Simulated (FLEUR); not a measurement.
# TaN (Fm-3m) in FLEUR: convergence with k mesh

Aim: find how far k mesh must go before the results for TaN settle, at PBE. This setting moves, with any that are tied to it; all else stays.

Program: FLEUR MaX-R8.1 (later development tree). These are calculated values, not measurements. Logs are shortened: lines on timing, memory, paths and dates and some standing lists are left out, and cuts for length are marked.

## 1. The crystal as given

It takes space group Fm-3m (No. 225, cubic). Conventional cell: a = 4.423 Å, b = 4.423 Å, c = 4.423 Å, α = 90.00°, β = 90.00°, γ = 90.00°. Ta (site symmetry m-3m) is surrounded by 6 N at 2.21 Å. N (site symmetry m-3m) is surrounded by 6 Ta at 2.21 Å.

The cell comes from a database or a generator and needn't be the stable form of this composition.

## 2. With k mesh 2 × 2 × 2

The input, inp.xml:

```xml
<?xml version="1.0" encoding="UTF-8" standalone="no"?>
<fleurInput fleurInputVersion="0.39">
   <comment>
      TaN                                                                                                 
   </comment>
   <calculationSetup>
      <cutoffs Kmax="4.93" Gmax="15.3" GmaxXC="15.3" numbands="0"/>
      <scfLoop itmax="60" minDistance="0.00001" maxIterBroyd="15" imix="Anderson" alpha="0.05" precondParam="0.0" spinf="2.0" sdNocoIR="T"/>
      <coreElectrons ctail="T" frcor="F" kcrel="0" coretail_lmax="0"/>
      <xcFunctional name="pbe" relativisticCorrections="F"/>
      <magnetism jspins="1"/>
      <soc l_soc="F" theta="0.0" phi="0.0" spav="F"/>
      <expertModes spex="0" secvar="F"/>
      <geometryOptimization l_f="T" forcealpha="1.0" forcemix="BFGS" epsdisp="0.0005" epsforce="0.0002"/>
      <ldaU l_linMix="F" mixParam="0.05" spinf="1.0"/>
   </calculationSetup>
   <cell>
      <bzIntegration valenceElectrons="32.0" mode="hist" fermiSmearingEnergy="0.00183747">
         <kPointListSelection listName="default-1"/>
         <!-- k-points included here -->
         <xi:include xmlns:xi="http://www.w3.org/2001/XInclude" href="kpts.xml"> </xi:include>
      </bzIntegration>
      <!-- symmetry operations included here -->
      <xi:include xmlns:xi="http://www.w3.org/2001/XInclude" href="sym.xml"> </xi:include>
      <bulkLattice scale="1.0">
         <bravaisMatrix>
            <row-1>    0.0000000000000000     4.1787948430288457     4.1787948430288457</row-1>
            <row-2>    4.1787948430288457     0.0000000000000000     4.1787948430288457</row-2>
            <row-3>    4.1787948430288457     4.1787948430288457     0.0000000000000000</row-3>
         </bravaisMatrix>
      </bulkLattice>
   </cell>
   <atomSpecies>
      <species name="Tantalum (Ta)" element="Ta" atomicNumber="73">
         <mtSphere radius="2.37" gridPoints="791" logIncrement="0.017"/>
         <atomicCutoffs lmax="10" lnonsphr="10"/>
         <electronConfig flipSpins="F">
            <coreConfig>(1s1/2) (2s1/2) (2p1/2) (2p3/2) (3s1/2) (3p1/2) (3p3/2) (4s1/2) (3d3/2) (3d5/2) (4p1/2) (4p3/2) (4d3/2) (4d5/2)</coreConfig>
            <valenceConfig>(5s1/2) (5p1/2) (5p3/2) (6s1/2) (4f5/2) (4f7/2) (5d3/2) (5d5/2)</valenceConfig>
            <stateOccupation state="(5d3/2)" spinUp="0.600000" spinDown="0.600000"/>
            <stateOccupation state="(5d5/2)" spinUp="0.900000" spinDown="0.900000"/>
         </electronConfig>
         <energyParameters s="6" p="6" d="5" f="4"/>
         <lo type="SCLO" l="0" n="5" eDeriv="0"/>
         <lo type="SCLO" l="1" n="5" eDeriv="0"/>
         <lo type="SCLO" l="2" n="5" eDeriv="2"/>
         <lo type="SCLO" l="3" n="4" eDeriv="2"/>
      </species>
      <species name="Nitrogen (N)" element="N" atomicNumber="7">
         <mtSphere radius="1.46" gridPoints="489" logIncrement="0.021"/>
         <atomicCutoffs lmax="8" lnonsphr="8"/>
         <electronConfig flipSpins="F">
            <coreConfig>(1s1/2)</coreConfig>
            <valenceConfig>(2s1/2) (2p1/2) (2p3/2)</valenceConfig>
            <stateOccupation state="(2p1/2)" spinUp="0.500000" spinDown="0.500000"/>
            <stateOccupation state="(2p3/2)" spinUp="1.000000" spinDown="1.000000"/>
         </electronConfig>
         <energyParameters s="2" p="2" d="3" f="4"/>
         <lo type="SCLO" l="0" n="2" eDeriv="2"/>
         <lo type="SCLO" l="1" n="2" eDeriv="2"/>
         <lo type="SCLO" l="2" n="3" eDeriv="2"/>
      </species>
   </atomSpecies>
   <atomGroups>
      <atomGroup species="Tantalum (Ta)">
         <relPos label="                   1">1.000/2.000 1.000/2.000 1.000/2.000</relPos>
         <force calculate="T" relaxXYZ="TTT"/>
      </atomGroup>
      <atomGroup species="Nitrogen (N)">
         <relPos label="                   2">.0000000000 .0000000000 .0000000000</relPos>
         <force calculate="T" relaxXYZ="TTT"/>
      </atomGroup>
   </atomGroups>
   <output dos="F" band="F" slice="F">
      <checks vchk="F" cdinf="F"/>
      <bandDOS minEnergy="-.5*Htr" maxEnergy="0.5*Htr" sigma="0.015" storeEVData="T"/>
      <vacuumDOS vacdos="F" integ="F" star="F" nstars="0" locx1="0.0" locy1="0.0" locx2="0.0" locy2="0.0" nstm="0" tworkf="0.0"/>
      <unfoldingBand unfoldBand="F" supercellX="1" supercellY="1" supercellZ="1"/>
      <plotting iplot="0" polar="F">
         <plot TwoD="T" vec1="  1.0  0.0  0.0" vec2="  0.0  1.0  0.0" vec3="  0.0  0.0  1.0" zero="  0.0  0.0  0.0" file="plot"/>
      </plotting>
      <chargeDensitySlicing numkpt="0" minEigenval="0.0" maxEigenval="0.0" nnne="0" pallst="F"/>
      <specialOutput eonly="F"/>
      <moessbauerParams electricFieldGradient="T" isomerShift="T" coreHyperfine="T" valenceHyperfine="T"/>
      <magneticCircularDichroism mcd="F" energyLo="-10.0" energyUp="0.0"/>
   </output>
  <!-- We include the file relax.xml here to enable relaxations (see documentation) -->
  <xi:include xmlns:xi="http://www.w3.org/2001/XInclude" href="relax.xml"> <xi:fallback/> </xi:include>
</fleurInput>
```

The input, crystal.txt:

```
TaN
&input cartesian=F /
0.0000000000  2.2113230000  2.2113230000
2.2113230000  0.0000000000  2.2113230000
2.2113230000  2.2113230000  0.0000000000
1.8897261246
1.0 1.0 1.0

2
73 0.5000000000  0.5000000000  0.5000000000
7 0.0000000000  0.0000000000  0.0000000000

&kpt div1=2 div2=2 div3=2 gamma=T /
```

Potentials or basis: all-electron, FLAPW.

Run with:

```console
$ inpgen -f crystal.txt -profile fastHighL
$ # inp.xml edited to the form shown
$ fleur_MPI
```

Run time: 13 s. Hardware: 1 thread of Arm Neoverse V2, shared host; peak memory 0.06 GiB.

What came out:

```yaml
Free_energy: -426700.0555 eV
Valence_electrons_inside_the_program's_atomic_spheres: Ta 24.49; N 3.56 (radii Ta 2.37, N 1.46 bohr)
```

## 3. With k mesh 4 × 4 × 4

inp.xml is that of step 2.

crystal.txt: that of step 2 with these lines changed.

```diff
@@ -12,2 +12,2 @@
 
-&kpt div1=2 div2=2 div3=2 gamma=T /
+&kpt div1=4 div2=4 div3=4 gamma=T /
```

Potentials or basis: all-electron, FLAPW.

Run with:

```console
$ inpgen -f crystal.txt -profile fastHighL
$ # inp.xml edited to the form shown
$ fleur_MPI
```

Run time: 21 s. Hardware: 1 thread of Arm Neoverse V2, shared host; peak memory 0.06 GiB.

Results:

| Item | Value |
| --- | --- |
| Free energy | -426700.0881 eV |
| Band gap on the k mesh | none (metal or under the smearing width) |
| Valence electrons inside the program's atomic spheres | Ta 24.51; N 3.52 (radii Ta 2.37, N 1.46 bohr) |

## 4. With k mesh 6 × 6 × 6

inp.xml is that of step 3.

crystal.txt: that of step 3 with these lines changed.

```diff
@@ -12,2 +12,2 @@
 
-&kpt div1=4 div2=4 div3=4 gamma=T /
+&kpt div1=6 div2=6 div3=6 gamma=T /
```

Run with:

```console
$ inpgen -f crystal.txt -profile fastHighL
$ # inp.xml edited to the form shown
$ fleur_MPI
```

Run time: 26 s. Hardware: 1 thread of Arm Neoverse V2, shared host; peak memory 0.06 GiB.

What came out:

```
Free energy                                           : -426700.0719 eV
Band gap on the k mesh                                : none (metal or under the smearing width)
Valence electrons inside the program's atomic spheres : Ta 24.49; N 3.54 (radii Ta 2.37, N 1.46 bohr)
```

## 5. With k mesh 7 × 7 × 7

inp.xml is that of step 4.

crystal.txt: that of step 4 with these lines changed.

```diff
@@ -12,2 +12,2 @@
 
-&kpt div1=6 div2=6 div3=6 gamma=T /
+&kpt div1=7 div2=7 div3=7 gamma=T /
```

Run with:

```console
$ inpgen -f crystal.txt -profile fastHighL
$ # inp.xml edited to the form shown
$ fleur_MPI
```

Run time: 30 s. Hardware: 1 thread of Arm Neoverse V2, shared host; peak memory 0.07 GiB.

Results:

| Item | Value |
| --- | --- |
| Free energy | -426700.1532 eV |
| Band gap on the k mesh | none (metal or under the smearing width) |
| Valence electrons inside the program's atomic spheres | Ta 24.49; N 3.54 (radii Ta 2.37, N 1.46 bohr) |

## 6. With k mesh 8 × 8 × 8

inp.xml is that of step 5.

crystal.txt: that of step 5 with these lines changed.

```diff
@@ -12,2 +12,2 @@
 
-&kpt div1=7 div2=7 div3=7 gamma=T /
+&kpt div1=8 div2=8 div3=8 gamma=T /
```

Potentials or basis: all-electron, FLAPW.

Run with:

```console
$ inpgen -f crystal.txt -profile fastHighL
$ # inp.xml edited to the form shown
$ fleur_MPI
```

Run time: 40 s. Hardware: 1 thread of Arm Neoverse V2, shared host; peak memory 0.07 GiB.

Results:

```yaml
Free_energy: -426700.1045 eV
Band_gap_on_the_k_mesh: none (metal or under the smearing width)
Valence_electrons_inside_the_program's_atomic_spheres: Ta 24.50; N 3.53 (radii Ta 2.37, N 1.46 bohr)
```

## 7. With k mesh 10 × 10 × 10

inp.xml is that of step 6.

crystal.txt: that of step 6 with these lines changed.

```diff
@@ -12,2 +12,2 @@
 
-&kpt div1=8 div2=8 div3=8 gamma=T /
+&kpt div1=10 div2=10 div3=10 gamma=T /
```

Run with:

```console
$ inpgen -f crystal.txt -profile fastHighL
$ # inp.xml edited to the form shown
$ fleur_MPI
```

Run time: 61 s. Hardware: 1 thread of Arm Neoverse V2, shared host; peak memory 0.07 GiB.

Results:

```yaml
Free_energy: -426700.1419 eV
Band_gap_on_the_k_mesh: none (metal or under the smearing width)
Valence_electrons_inside_the_program's_atomic_spheres: Ta 24.49; N 3.53 (radii Ta 2.37, N 1.46 bohr)
```

## 8. With k mesh 12 × 12 × 12

inp.xml is that of step 7.

crystal.txt: that of step 7 with these lines changed.

```diff
@@ -12,2 +12,2 @@
 
-&kpt div1=10 div2=10 div3=10 gamma=T /
+&kpt div1=12 div2=12 div3=12 gamma=T /
```

Run with:

```console
$ inpgen -f crystal.txt -profile fastHighL
$ # inp.xml edited to the form shown
$ fleur_MPI
```

Wall time 86 s (1 thread of Arm Neoverse V2, shared host); peak memory 0.07 GiB.

Results:

```yaml
Free_energy: -426700.1269 eV
Band_gap_on_the_k_mesh: none (metal or under the smearing width)
Valence_electrons_inside_the_program's_atomic_spheres: Ta 24.50; N 3.53 (radii Ta 2.37, N 1.46 bohr)
```

## 9. With k mesh 15 × 15 × 15

inp.xml is that of step 8.

crystal.txt: that of step 8 with these lines changed.

```diff
@@ -12,2 +12,2 @@
 
-&kpt div1=12 div2=12 div3=12 gamma=T /
+&kpt div1=15 div2=15 div3=15 gamma=T /
```

Potentials or basis: all-electron, FLAPW.

Run with:

```console
$ inpgen -f crystal.txt -profile fastHighL
$ # inp.xml edited to the form shown
$ fleur_MPI
```

The program printed:

```text
Welcome to FLEUR        (www.flapw.de)
      MaX-Release 8.1          (www.max-centre.eu)

 ========== k-point set info ==========
 Selected k-point list: default-1
 k-point list type: mesh
 15 x 15 x 15
 Number of k points: 120

 ------------Calculation Setup---------------------------
 Number of MPI-tasks      :            1
 Number of PE/node        :            1
 Number of OMP-threads    :            1
 Most efficient MPI parallelization for:
           1           2           3           4           5           6           8          10          12          15          20          24          30          40          60         120
 Additional eigenvalue parallelization possible
 Number of basis functions:          363
 Approximate size of matrices (H+S) per k-point:         0.002 GB
 --------------------------------------------------------
 Iteration:     1   Distance:      27.38576480 me/bohr^3
 Iteration:     2   Distance:      23.19721672 me/bohr^3
 Iteration:     3   Distance:       8.92614212 me/bohr^3
 Iteration:     4   Distance:       7.48508134 me/bohr^3
 Iteration:     5   Distance:       3.46021023 me/bohr^3
 Iteration:     6   Distance:       1.07948685 me/bohr^3
 Iteration:     7   Distance:       0.59724619 me/bohr^3
 Iteration:     8   Distance:       0.17828249 me/bohr^3
 Iteration:     9   Distance:       0.05886227 me/bohr^3
 Iteration:    10   Distance:       0.01461857 me/bohr^3
 Iteration:    11   Distance:       0.00533196 me/bohr^3
 Iteration:    12   Distance:       0.00222652 me/bohr^3
 Iteration:    13   Distance:       0.00038831 me/bohr^3
 Iteration:    14   Distance:       0.00005080 me/bohr^3
 Iteration:    15   Distance:       0.00000309 me/bohr^3

 ********************************************************************
 Run finished successfully
 Stop message:
   Structural relaxation: Done
 ********************************************************************
```

It took 2.4 min on 1 thread of Arm Neoverse V2, shared host; peak memory 0.07 GiB.

Results:

```yaml
Free_energy: -426700.1339 eV
Band_gap_on_the_k_mesh: none (metal or under the smearing width)
Valence_electrons_inside_the_program's_atomic_spheres: Ta 24.50; N 3.53 (radii Ta 2.37, N 1.46 bohr)
```

## 10. Summary

```
      k mesh  energy less the tightest run, at zero smearing (meV/atom)  SCF cycles  CPU time (s)  peak memory (GiB)
   2 × 2 × 2                                                      37.77          18            13               0.06
   4 × 4 × 4                                                      26.00          20            21               0.06
   6 × 6 × 6                                                      32.88          16            26               0.06
   7 × 7 × 7                                                      -8.50          16            30               0.07
   8 × 8 × 8                                                      15.07          16            40               0.07
10 × 10 × 10                                                      -3.95          16            61               0.07
12 × 12 × 12                                                       4.47          16            86               0.07
15 × 15 × 15                                                       0.00          16           140               0.07
```

Not settled before the last step: the energy (to 1 meV/atom). Meshes of other sizes hit other points, so gaps and Fermi surfaces needn't settle smoothly. The tightest run that finished is the yardstick and may itself not be fully converged.
